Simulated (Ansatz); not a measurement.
**Mg₃Sb₂, a database entry at a rescaled volume**

```
CELL_PARAMETERS angstrom
2.29365 3.97272 0.00000
-2.29365 3.97272 0.00000
0.00000 0.00000 7.25161
ATOMIC_POSITIONS crystal
Mg 0.00000 0.00000 0.00000
Sb 0.33330 0.33340 0.23500
Sb 0.66670 0.66660 0.76500
Mg 0.33330 0.33340 0.63000
Mg 0.66670 0.66660 0.37000
```

Level: PBE, no spin polarisation; 420 eV; 9×9×5 Γ-centred mesh; fermi-dirac occupations (width 0.1 eV); Ansatz 0.2.0, fixed geometry.

What do density and ELF say about some of the short contacts?

Sb–Mg at 2.82 Å: least valence density 0.18 e/Å³ and ELF 0.10 there, a closed-shell (ionic or weak) contact. Mg–Mg at 3.25 Å: least valence density 0.10 e/Å³ and ELF 0.37 there. These are pseudo-fields; inside the PAW spheres they differ from the all-electron ones.

Is the cell too large or too small?

The pressure is 0.8 GPa (compression positive), so with the atoms held at these fractions the cell would first expand.

How is the charge shared?

Bader charges in e: Mg +1.49, Sb -2.23. In the mean Mg gives up most and Sb takes most.

Which orbitals make up the band edges?

Within 0.7 eV of the edges, the states project mainly on Sb p (95 %) below the gap and on Mg s (60 %) and Sb p (17 %) above it.

Metal or insulator? Give the gap.

The gap is 0.27 eV, indirect (the least direct gap found is 1.15 eV). A semilocal functional usually gives too small a gap.

Is it stable against the elements?

-0.37 eV an atom against the elements' usual phases (free molecules for gases, crystals otherwise, with no correction for O₂ or N₂), so it is bound against them; other compounds may still compete. Relaxing would lower it.

Where is the largest force?

The largest is on Sb2 (and as large on other atoms): 0.47 eV/Å, components (0.00, 0.00, -0.47). It makes 110° with the line to a nearest neighbour, Mg5 at 2.82 Å.

Origin: a database entry at a rescaled volume. Caveats: no spin-orbit coupling, which can shift this gap by tenths of an eV; the gap is not wide against the smearing.
